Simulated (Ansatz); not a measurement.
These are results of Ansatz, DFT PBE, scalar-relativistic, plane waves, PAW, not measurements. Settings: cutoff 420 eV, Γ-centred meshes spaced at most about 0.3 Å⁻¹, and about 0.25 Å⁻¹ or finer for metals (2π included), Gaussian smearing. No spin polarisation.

Temperature and zero-point effects are left out. Both are relaxed sheets, periodic along a and b.

Compare these two cells of Pb, each relaxed at this level.

A.

```
Pb
1.0
     5.15672    0.00000    0.00000
    -2.57836    4.46585    0.00000
     0.00000    0.00000   23.80000
Pb
2
Cartesian
  0.0000 2.9772 7.0000
  2.5784 1.4886 7.0000
```

B.

```
Pb
1.0
     3.29811    0.00000    0.00000
    -1.64905    2.85624    0.00000
     0.00000    0.00000   23.80000
Pb
1
Direct
  0.00000 0.00000 0.29412
```

Question: Which form is favoured at zero pressure, and by what margin per atom?

Answer: B is lower, by 0.32 eV/atom. A has layer group p6/mmm (No. 80), 11.5 Å²/atom and no gap on its mesh; B has layer group p6/mmm (No. 80), 9.4 Å²/atom and no gap. Counting all near atoms (those within 1.25 times the shortest distance at each site), A has Pb 3 and B has Pb 6. In A, Pb at height 0.00 Å has 3 Pb at 2.98 Å. In B, Pb at height 0.00 Å has 6 Pb at 3.30 Å. Both come from invented guesses.

These runs have no spin–orbit coupling, which can matter for Pb. Cells relaxed within their symmetry can be saddle points.
